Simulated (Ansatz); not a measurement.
## Dielectric response of CaO (001) films

Wanted: ε of rocksalt CaO (001) by finite fields on slabs, and the band edges against the vacuum where run.

Calculated with Ansatz 0.2.0; plane-wave DFT, PBEsol, Ansatz PAW.

### Step 1. Set-up

The cell holds 6 atoms: 3 Ca and 3 O. Cell: a = 3.401 Å, b = 3.401 Å, c = 22.810 Å, α = 90.0°, β = 90.0°, γ = 90.0°. It derives from CaO (rocksalt CaO). Vacuum lies along c.

### Step 2. Relaxing the film, 6 atoms, units 3

The structure is relaxed first, because levels and dipoles at a surface follow the positions of the outer atoms.

The input, input.yaml:

```yaml
crystal:
  lattice:
    - [3.40118362, 0.0, 0.0]
    - [0.0, 3.40118362, 0.0]
    - [0.0, 0.0, 22.81]
  atoms:
    - { symbol: Ca, position: [0.5, 0.5, 0.3945637878] }
    - { symbol: O, position: [0.0, 0.0, 0.3945637878] }
    - { symbol: Ca, position: [0.0, 0.0, 0.5] }
    - { symbol: O, position: [0.5, 0.5, 0.5] }
    - { symbol: Ca, position: [0.5, 0.5, 0.6054362122] }
    - { symbol: O, position: [0.0, 0.0, 0.6054362122] }
kpoints:
  mp_grid: { grid: [8, 8, 1] }
hamiltonian:
  xc: pbesol
scf:
  occupations: { method: fixed }
  convergence: { dr2_threshold: 1.0e-09 }
efield:
  axis: 3
  dipole_correction: true
  ramp_position: 0.97
  ramp_width: 0.06
relax:
  f_tol: 0.003
  max_steps: 100
output:
  write_potential: true
  write_density: true
  volumetric_format: npy
```

Run with:

```sh
ansatz run input.yaml --threads 4 --pin off --max-ram 16384MiB --backend cpu --events-out ev --progress --plain --runs-dir out
```

Numbers of over 12 decimals in the logs are rounded to 6 here.

The program printed:

```text
Engine: ansatz 0.2.0, aarch64-unknown-linux-gnu
Pseudopotentials: kind: paw
Pseudopotential: Ca, paw, valence charge 10, recommended cutoff 420 eV (normal), Ca.paw.azcp
Pseudopotential: O, paw, valence charge 6, recommended cutoff 420 eV (normal), O.paw.azcp
Functional definition: PBEsol
  exchange = pbesol_x
  correlation = pbesol_c
Crystal: 6 atoms, lattice volume = 263.867 Å³
Basis set: ecut = 420 eV, 5185 PW (Γ), exchange–correlation on 48×48×320 points (8 copies of the dense FFT grid, shifted against one another)
Bands: 30, of which v1, the nominal top of the filled ones, is band 24 counted from 1 (23 counted from 0)
Symmetry: 8 space group operations
k-points: 15 of 64
Non-local potential: Ca, projectors of the file, l = 0: 3, l = 1: 2, l = 2: 2
Non-local potential: O, projectors of the file, l = 0: 2, l = 1: 2, l = 2: 1
PAW form: soft (Blöchl's): semilocal exchange-correlation on the pseudo side does not see the compensation charge
PAW frozen core: Ca, regenerated for the run's functional, and the local potential with it (the file was generated under x = pbe(κ = 0.804, μ = 0.219515), c = pbe(β = 0.066725))
PAW frozen core: O, regenerated for the run's functional, and the local potential with it (the file was generated under x = pbe(κ = 0.804, μ = 0.219515), c = pbe(β = 0.066725))
PAW one-centre angular grid: Ca, 110 points (default); XC on 64 Gauss nodes
PAW one-centre angular grid: O, 110 points (default); XC on 64 Gauss nodes
Initial density: superposition of atomic densities (neutral atoms: chi_scale 0, normalization atom), corrected by the library's trained network
Initial wavefunctions: pseudopotential atomic-orbital guess
Functional: x = pbesol(κ = 0.804, μ = 0.123457), c = pbesol(β = 0.046)
SCF iter   1: F=—  HF=-7073.208128 eV  |F-HF|=—  |Δ(HF+E_count)|=         —  Δρ=7.85e-3  dr2=1.46e-1  ethr=1.77e-3  p=0.000 e·Å  D=3.55e-14 V/Å  ΔV_dip=-0.00 eV  dr2_dipole=3.11e-9  V_vac-E_F(+/−)=3.96/3.96 eV  ⟨swp⟩=6.7  Hψ=2109  notcnv=0  defer=49
efield: sawtooth ramp at fractional position 0.9700 (set: `efield.ramp_position`, or a place that a band, a saddle search or an elastic batch's reference lends), width 0.0600; the density the first Hamiltonian is built on has a dipole p = 0.000 e·Å; the dipole correction subtracts the counter field D = 3.55e-14 V/Å, which shifts the + side's vacuum level by -0.00 eV against the − side's; the planar-averaged density in the ramp window peaks in size at 4.1e-6 e/Å³
preconditioner: auto → Resta (q_TF=auto, 2.054 Å⁻¹)  ε∞=1.8  [insulator: Δε(μ)=2.753 eV  Ē_g=16.069 eV  n_scr=42 (ndim 8)  ℏωp=14.8 eV  f_vac=0.639  ε∞_Penn≈1.8  vacuum switching on, ρ_ref=1.9e-2 e/Å³]
SCF iter   2: F=—  HF=-7073.190462 eV  |F-HF|=—  |Δ(HF+E_count)|=   1.77e-2  Δρ=5.18e-3  dr2=6.01e-2  ethr=3.05e-4  p=-0.000 e·Å  D=-1.81e-5 V/Å  ΔV_dip=0.00 eV  dr2_dipole=3.21e-9  V_vac-E_F(+/−)=4.34/4.34 eV  ⟨swp⟩=2.1  Hψ=790  notcnv=0  defer=57
density mixer auto → msr1: gapped (density of states about μ 0.01 of a free-electron gas's, 42 screened modes)
SCF iter   3: F=—  HF=-7073.176980 eV  |F-HF|=—  |Δ(HF+E_count)|=   1.35e-2  Δρ=6.89e-4  dr2=1.09e-3  ethr=1.25e-4  p=-0.000 e·Å  D=-7.44e-6 V/Å  ΔV_dip=0.00 eV  dr2_dipole=4.42e-10  V_vac-E_F(+/−)=4.16/4.16 eV  ⟨swp⟩=2.0  Hψ=625  notcnv=0  defer=54
SCF iter   4: F=—  HF=-7073.177201 eV  |F-HF|=—  |Δ(HF+E_count)|=   2.20e-4  Δρ=2.46e-4  dr2=1.16e-4  ethr=2.26e-6  p=0.000 e·Å  D=5.64e-6 V/Å  ΔV_dip=-0.00 eV  dr2_dipole=4.09e-10  V_vac-E_F(+/−)=4.16/4.16 eV  ⟨swp⟩=2.9  Hψ=801  notcnv=0  defer=60
SCF iter   5: F=—  HF=-7073.177208 eV  |F-HF|=—  |Δ(HF+E_count)|=   7.48e-6  Δρ=1.20e-4  dr2=2.66e-5  ethr=2.42e-7  p=0.000 e·Å  D=4.11e-7 V/Å  ΔV_dip=-0.00 eV  dr2_dipole=1.00e-13  V_vac-E_F(+/−)=4.15/4.15 eV  ⟨swp⟩=2.0  Hψ=633  notcnv=0  defer=59
SCF iter   6: F=—  HF=-7073.177212 eV  |F-HF|=—  |Δ(HF+E_count)|=   3.28e-6  Δρ=3.15e-5  dr2=2.08e-6  ethr=5.53e-8  p=-0.000 e·Å  D=-2.54e-6 V/Å  ΔV_dip=0.00 eV  dr2_dipole=6.84e-11  V_vac-E_F(+/−)=4.15/4.15 eV  ⟨swp⟩=2.0  Hψ=619  notcnv=0  defer=59
SCF iter   7: F=—  HF=-7073.177268 eV  |F-HF|=—  |Δ(HF+E_count)|=   5.67e-5  Δρ=8.28e-6  dr2=1.75e-7  ethr=4.34e-9  p=0.000 e·Å  D=3.16e-7 V/Å  ΔV_dip=-0.00 eV  dr2_dipole=1.67e-12  V_vac-E_F(+/−)=4.15/4.15 eV  ⟨swp⟩=2.1  Hψ=631  notcnv=0  defer=55
SCF iter   8: F=—  HF=-7073.177268 eV  |F-HF|=—  |Δ(HF+E_count)|=   8.07e-8  Δρ=1.91e-6  dr2=1.08e-8  ethr=3.64e-10  p=-0.000 e·Å  D=-6.42e-7 V/Å  ΔV_dip=0.00 eV  dr2_dipole=2.71e-12  V_vac-E_F(+/−)=4.15/4.15 eV  ⟨swp⟩=2.0  Hψ=643  notcnv=0  defer=55
SCF iter   9: F=—  HF=-7073.177268 eV  |F-HF|=—  |Δ(HF+E_count)|=   7.54e-9  Δρ=6.98e-7  dr2=1.14e-9  ethr=2.25e-11  p=-0.000 e·Å  D=-2.97e-8 V/Å  ΔV_dip=0.00 eV  dr2_dipole=8.37e-13  V_vac-E_F(+/−)=4.15/4.15 eV  ⟨swp⟩=2.0  Hψ=736  notcnv=0  defer=55
SCF iter  10: F=-7073.177268 eV  HF=-7073.177268 eV  |F-HF|=3.27e-10  |Δ(HF+E_count)|=  7.91e-11  Δρ=4.39e-7  dr2=4.46e-10  ethr=2.08e-12  p=0.000 e·Å  D=1.36e-7 V/Å  ΔV_dip=-0.00 eV  dr2_dipole=1.10e-12  V_vac-E_F(+/−)=4.15/4.15 eV  ⟨swp⟩=7.7  Hψ=2456  notcnv=0
SCF 1 converged in 10 iterations: F = -7073.177268 eV  dr2 = 4.46e-10
  greatest PAW one-centre occupation: 0.996 electrons in one spin orbital (limit 2), on the Ca atom at site 2 (counted from 0), in its partial waves of l = 0
relax step   1: F+E_penalty+E_count = -7073.17726832 eV  Δ(F+E_penalty+E_count) = +0.000e0 eV  max|allowed force component| = 2.818e-1 eV/Å  Δτ_max = 0.0000 Å  (10 SCF iters, accepted)
Initial density: handed on by an earlier stage of this run
Initial wavefunctions: those handed on with the density
iter 1 solved again at ethr=2.60e-4 eV; its pass at ethr=3.10e-3 eV (dr2=1.25e-1 eV) is discarded
SCF iter   1: F=—  HF=-7073.247777 eV  |F-HF|=—  |Δ(HF+E_count)|=         —  Δρ=4.15e-3  dr2=1.27e-1  ethr=2.60e-4  p=0.000 e·Å  D=1.36e-7 V/Å  ΔV_dip=-0.00 eV  dr2_dipole=6.16e-12  V_vac-E_F(+/−)=4.22/4.22 eV  ⟨swp⟩=1.4  Hψ=1769  notcnv=0  defer=49
efield: sawtooth ramp at fractional position 0.9700 (set: `efield.ramp_position`, or a place that a band, a saddle search or an elastic batch's reference lends), width 0.0600; the density the first Hamiltonian is built on has a dipole p = 0.000 e·Å; the dipole correction subtracts the counter field D = 1.36e-7 V/Å, which shifts the + side's vacuum level by -0.00 eV against the − side's; the planar-averaged density in the ramp window peaks in size at 2.8e-6 e/Å³
[...]
SCF iter   5: F=—  HF=-7073.214213 eV  |F-HF|=—  |Δ(HF+E_count)|=   3.92e-7  Δρ=1.74e-5  dr2=6.02e-7  ethr=2.27e-8  p=0.000 e·Å  D=5.71e-7 V/Å  ΔV_dip=-0.00 eV  dr2_dipole=3.39e-14  V_vac-E_F(+/−)=4.18/4.18 eV  ⟨swp⟩=2.1  Hψ=600  notcnv=0  defer=37  κ⁻¹=1.1e-3(r=4)
SCF iter   6: F=—  HF=-7073.214270 eV  |F-HF|=—  |Δ(HF+E_count)|=   5.70e-5  Δρ=4.66e-6  dr2=4.41e-8  ethr=1.26e-9  p=0.000 e·Å  D=4.87e-7 V/Å  ΔV_dip=-0.00 eV  dr2_dipole=1.82e-14  V_vac-E_F(+/−)=4.18/4.18 eV  ⟨swp⟩=2.0  Hψ=742  notcnv=0  defer=29  κ⁻¹=5.8e-5(r=5)
SCF iter   7: F=—  HF=-7073.214270 eV  |F-HF|=—  |Δ(HF+E_count)|=   6.05e-8  Δρ=2.51e-6  dr2=1.10e-8  ethr=9.19e-11  p=0.000 e·Å  D=5.39e-7 V/Å  ΔV_dip=-0.00 eV  dr2_dipole=5.93e-15  V_vac-E_F(+/−)=4.18/4.18 eV  ⟨swp⟩=2.0  Hψ=589  notcnv=0  defer=30  κ⁻¹=3.8e-5(r=6)
SCF iter   8: F=-7073.214270 eV  HF=-7073.214270 eV  |F-HF|=7.49e-10  |Δ(HF+E_count)|=   6.49e-9  Δρ=4.69e-7  dr2=4.08e-10  ethr=2.08e-12  p=0.000 e·Å  D=5.29e-7 V/Å  ΔV_dip=-0.00 eV  dr2_dipole=4.38e-14  V_vac-E_F(+/−)=4.18/4.18 eV  ⟨swp⟩=6.1  Hψ=2832  notcnv=0
SCF 3 converged in 8 iterations: F = -7073.214270 eV  dr2 = 4.08e-10
relax step   3: F+E_penalty+E_count = -7073.21427046 eV  Δ(F+E_penalty+E_count) = -2.888e-4 eV  max|allowed force component| = 8.371e-2 eV/Å  Δτ_max = 0.0196 Å  (8 SCF iters, accepted)
[...]
relax step   4: F+E_penalty+E_count = -7073.21496707 eV  Δ(F+E_penalty+E_count) = -6.966e-4 eV  max|allowed force component| = 4.098e-3 eV/Å  Δτ_max = 0.0068 Å  (7 SCF iters, accepted)
SCF iter   1: F=—  HF=-7073.214917 eV  |F-HF|=—  |Δ(HF+E_count)|=         —  Δρ=3.01e-5  dr2=8.55e-6  ethr=6.55e-8  p=0.000 e·Å  D=1.40e-8 V/Å  ΔV_dip=-0.00 eV  dr2_dipole=2.47e-14  V_vac-E_F(+/−)=4.14/4.14 eV  ⟨swp⟩=2.1  Hψ=881  notcnv=0  defer=52
efield: sawtooth ramp at fractional position 0.9700 (set: `efield.ramp_position`, or a place that a band, a saddle search or an elastic batch's reference lends), width 0.0600; the density the first Hamiltonian is built on has a dipole p = 0.000 e·Å; the dipole correction subtracts the counter field D = 1.40e-8 V/Å, which shifts the + side's vacuum level by -0.00 eV against the − side's; the planar-averaged density in the ramp window peaks in size at 2.1e-6 e/Å³
preconditioner: auto → Resta (q_TF=auto, 2.054 Å⁻¹)  ε∞=1.8  [insulator: Δε(μ)=2.998 eV  Ē_g=16.085 eV  n_scr=42 (ndim 8)  ℏωp=14.8 eV  f_vac=0.646  ε∞_Penn≈1.8  vacuum switching on, ρ_ref=1.9e-2 e/Å³]
SCF iter   2: F=—  HF=-7073.214918 eV  |F-HF|=—  |Δ(HF+E_count)|=   3.79e-7  Δρ=1.12e-5  dr2=3.73e-7  ethr=1.78e-8  p=-0.000 e·Å  D=-3.44e-8 V/Å  ΔV_dip=0.00 eV  dr2_dipole=6.22e-16  V_vac-E_F(+/−)=4.14/4.14 eV  ⟨swp⟩=2.0  Hψ=685  notcnv=0  defer=25  κ⁻¹=1.0e0(r=1)
density mixer auto → broyden: gapped, where msr1 would fit the directions that read negative (density of states about μ 0.01 of a free-electron gas's, 42 screened modes)
SCF iter   3: F=—  HF=-7073.214969 eV  |F-HF|=—  |Δ(HF+E_count)|=   5.16e-5  Δρ=5.84e-6  dr2=8.67e-8  ethr=7.78e-10  p=-0.000 e·Å  D=-2.32e-8 V/Å  ΔV_dip=0.00 eV  dr2_dipole=8.01e-17  V_vac-E_F(+/−)=4.14/4.14 eV  ⟨swp⟩=2.0  Hψ=734  notcnv=0  defer=25  κ⁻¹=4.5e-2(r=2)
SCF iter   4: F=—  HF=-7073.214969 eV  |F-HF|=—  |Δ(HF+E_count)|=   7.72e-9  Δρ=2.50e-6  dr2=1.90e-8  ethr=1.81e-10  p=-0.000 e·Å  D=-2.63e-8 V/Å  ΔV_dip=0.00 eV  dr2_dipole=3.25e-16  V_vac-E_F(+/−)=4.14/4.14 eV  ⟨swp⟩=2.0  Hψ=598  notcnv=0  defer=25  κ⁻¹=6.3e-3(r=3)
SCF iter   5: F=—  HF=-7073.214969 eV  |F-HF|=—  |Δ(HF+E_count)|=  3.64e-12  Δρ=7.69e-7  dr2=1.53e-9  ethr=3.95e-11  p=-0.000 e·Å  D=-3.21e-8 V/Å  ΔV_dip=0.00 eV  dr2_dipole=1.28e-15  V_vac-E_F(+/−)=4.14/4.14 eV  ⟨swp⟩=2.0  Hψ=593  notcnv=0  defer=25  κ⁻¹=2.8e-4(r=4)
SCF iter   6: F=-7073.214969 eV  HF=-7073.214969 eV  |F-HF|=1.18e-10  |Δ(HF+E_count)|=  5.20e-10  Δρ=1.47e-7  dr2=3.93e-11  ethr=2.08e-12  p=-0.000 e·Å  D=-1.31e-8 V/Å  ΔV_dip=0.00 eV  dr2_dipole=3.52e-14  V_vac-E_F(+/−)=4.14/4.14 eV  ⟨swp⟩=7.0  Hψ=2548  notcnv=0
SCF 5 converged in 6 iterations: F = -7073.214969 eV  dr2 = 3.93e-11
relax step   5: F+E_penalty+E_count = -7073.21496932 eV  Δ(F+E_penalty+E_count) = -2.242e-6 eV  max|allowed force component| = 5.422e-5 eV/Å  Δτ_max = 0.0006 Å  (6 SCF iters, accepted)
NSCF: frozen V_eff on 15 k-points
the band table was solved once a step of the walk had ended and its energy, with any forces and stress, was formed, with the checks that follow a solve (3047 applications of the Hamiltonian). They found nothing against the state; the energy, forces and stress were not computed again (output.eigenvalues in the input reference)
WARN: The output density's exchange-correlation potential varies sharply where the density is thin. Do not read a vacuum level from v_tot or v_xc, or from such a field of the output density. On a cell that repeats whose density bears no net charge and no dipole along the vacuum's axis use v_es (v_loc + v_h of the components); under efield.dipole_correction with no amplitude use v_es + v_field, which holds any externa [...]
SCF converged after 6 iterations
Stability not checked: this state was not tested for a lower state beside it, because the mixer in use, unlike msr1, does not test its closes by its own steps (another_mixer; see scf.mixing.algorithm and scf.lower_state_search)
Free energy (F): -7073.214969 eV
Harris-Foulkes:  -7073.214969 eV  (|F-HF|=1.18e-10)
Internal energy: -7073.214969 eV  (E = F + TS)
E sigma→0 (E₀):  -7073.214969 eV
Fermi energy:    -0.407886 eV
Dipole field:    D = 0.000000 V/Å  (p = 0.000000 e·Å, saw-weighted, corrected)
Work function:   Φ+ = 4.1391 eV   Φ− = 4.1391 eV
Levels:          The Fermi level and band energies are counted from a zero that moves with the ramp; work functions are not
--- Per-component energies (eV) ---
  E_band       = -693.206843
  E_kinetic    = 1361.178202
  E_local      = -36764.166953  (includes V_loc(G=0)·N_el)
  E_nonlocal   = 338.193170
  E_hartree    = 17734.338831
  E_xc         = -629.962810
  E_vxc        = -796.655474  (∫ρ·V_xc dr)
  E_paw        = -2966.512044  (= ΣΔE_a)
  E_vpaw       = -300.440569  (= ΣTr[D̂ρ^β])
  E_aug_tail   = 0.007201  (compensation charges beyond the density's cutoff)
  E_efield     = 0.000000  (sawtooth field / dipole correction)
  E_vefield    = 0.000000  (∫n·V_field dr)
  E_ewald      = 13853.247187
  E_core_change = 0.462247  (= ΣΔE_core)
  E_smearing   = -0.000000  (= −TS)
  E_closure    = -0.000000  (closes the sum)
  Σ components = -7073.214969   (vs F -7073.214969, Δ=0.00e0)
--- Forces (eV/Å), atoms counted from 1 ---
  atom   1  Ca     0.00000000     0.00000000    -0.00002514
  atom   2  O      0.00000000     0.00000000    -0.00005423
  atom   3  Ca    -0.00000000     0.00000000     0.00000010
  atom   4  O      0.00000000     0.00000000    -0.00000008
  atom   5  Ca     0.00000000     0.00000000     0.00002522
  atom   6  O     -0.00000000     0.00000000     0.00005406
  max |Σ_I F_I| component: 7.81e-8 eV/Å
--- Band table (eV; the first three rows and the last of 15) ---
  k-point 0: bands = [... 20 lower, -0.5427, -0.5427, -0.4079, -0.4079, 2.5920, 2.8934, 3.2608, 3.8417, ... 2 higher]
  k-point 1: bands = [... 20 lower, -0.8029, -0.7775, -0.6979, -0.5778, 2.8170, 3.0716, 3.6866, 4.0563, ... 2 higher]
  k-point 2: bands = [... 20 lower, -1.3517, -1.0421, -0.9484, -0.9370, 3.3981, 3.5878, 4.6669, 4.7231, ... 2 higher]
  k-point 14: bands = [... 20 lower, -1.1272, -0.9413, -0.9413, -0.5346, 3.7007, 3.7007, 5.2297, 5.2297, ... 2 higher]
--- Relaxed structure (5 steps of the walk, 5 accepted, 0 SCFs on fresh bases) ---
  F+E_penalty+E_count = -7073.21496932 eV   max|allowed force component| = 5.422e-5 eV/Å
  atoms:
    - { symbol: Ca, position: [0.5, 0.5, 0.397587] }
    - { symbol: O, position: [0, 0.0, 0.398161] }
    - { symbol: Ca, position: [0, 0.0, 0.500000] }
    - { symbol: O, position: [0.5, 0.5, 0.500000] }
    - { symbol: Ca, position: [0.5, 0.5, 0.602413] }
    - { symbol: O, position: [0, 0.0, 0.601839] }
```

The job ended after 12 s (4 threads of Arm Neoverse V1, shared host; peak memory 0.52 GiB; 47 s of CPU time).

Relaxation path:

| step | energy less that of the first step (eV) | largest force component (eV/Å) |
| --- | --- | --- |
| 1 | 0.0000 | 0.2818 |
| 2 | -0.0367 | 0.0761 |
| 3 | -0.0370 | 0.0837 |
| 4 | -0.0377 | 0.0041 |
| 5 | -0.0377 | 0.0001 |

Forces are held to the 8 operations that the run works with; a distortion that breaks them can't arise in this run.

The atoms that moved most (Å):

| atom | dx | dy | dz | length |
| --- | --- | --- | --- | --- |
| O2 | 0.000 | 0.000 | 0.082 | 0.082 |
| O6 | 0.000 | 0.000 | -0.082 | 0.082 |
| Ca1 | 0.000 | 0.000 | 0.069 | 0.069 |
| Ca5 | 0.000 | 0.000 | -0.069 | 0.069 |

The relaxed structure:

```xyz
6
Lattice="3.4012 0.0000 0.0000 0.0000 3.4012 0.0000 0.0000 0.0000 22.8100" Properties=species:S:1:pos:R:3
Ca    1.7006    1.7006    9.0690
O     0.0000    0.0000    9.0821
Ca    0.0000    0.0000   11.4050
O     1.7006    1.7006   11.4050
Ca    1.7006    1.7006   13.7410
O     0.0000    0.0000   13.7279
```

This step gave:

| Quantity | Value |
| --- | --- |
| gap on the k-mesh | 3.000 eV |
| dipole along the normal | 3.01e-7 e·Å |
| ionisation energy, upper face | 4.139 eV |
| electron affinity, upper face | 1.139 eV |

Running mean over 2.405 Å of the planar mean; the ramp of the sawtooth is left out. The electron's electrostatic potential energy less the highest filled level by z:

z (Å), electron's electrostatic potential energy less the highest filled level (eV) and a bar from the least value:
```
      3.0       4.14 ##############################
      3.5       4.14 ##############################
      4.0       4.14 ##############################
      4.5       4.14 ##############################
      5.0       4.14 ##############################
      5.5       4.13 ##############################
      6.0       4.11 ##############################
      6.5       4.03 ##############################
      7.0       3.73 #############################
      7.5       2.34 ########################
      8.0      -0.79 ############
      8.5      -3.14 ####
      9.0      -3.74 ##
      9.5      -3.93 #
     10.0      -4.25 
     10.5      -4.23 
     11.0      -3.92 #
     11.5      -3.86 ##
     12.0      -4.02 #
     12.5      -4.30 
     13.0      -4.13 #
     13.5      -3.86 ##
     14.0      -3.62 ##
     14.5      -2.50 ######
     15.0       0.48 #################
     15.5       3.11 ##########################
     16.0       3.89 #############################
     16.5       4.07 ##############################
     17.0       4.12 ##############################
     17.5       4.13 ##############################
     18.0       4.14 ##############################
     18.5       4.14 ##############################
     19.0       4.14 ##############################
     19.5       4.14 ##############################
```

The relaxation took 5 steps and lowered the energy by 0.038 eV; the largest force on the free atoms ends at 5.4e-5 eV/Å.

The gap is 3.00 eV, with the valence edge 4.14 eV and the conduction edge 1.14 eV under the upper vacuum level.

(Part 1 of 6 ends here.)

[Logs are printed without paths, hosts, clocks, repeated set-up lines and the standing remarks that a program may print on its own settings, such as how far it seeks lower states.]

[Hosts, paths, dates, database ids (printed as entryN), source tags and the programs' standing remarks are cut or masked in the printed files.]

[Maps of the electrostatic potential energy from Ansatz leave out the sawtooth potential of an applied field or a dipole correction, so their vacuum need not be flat; planar profiles and work functions include it.]
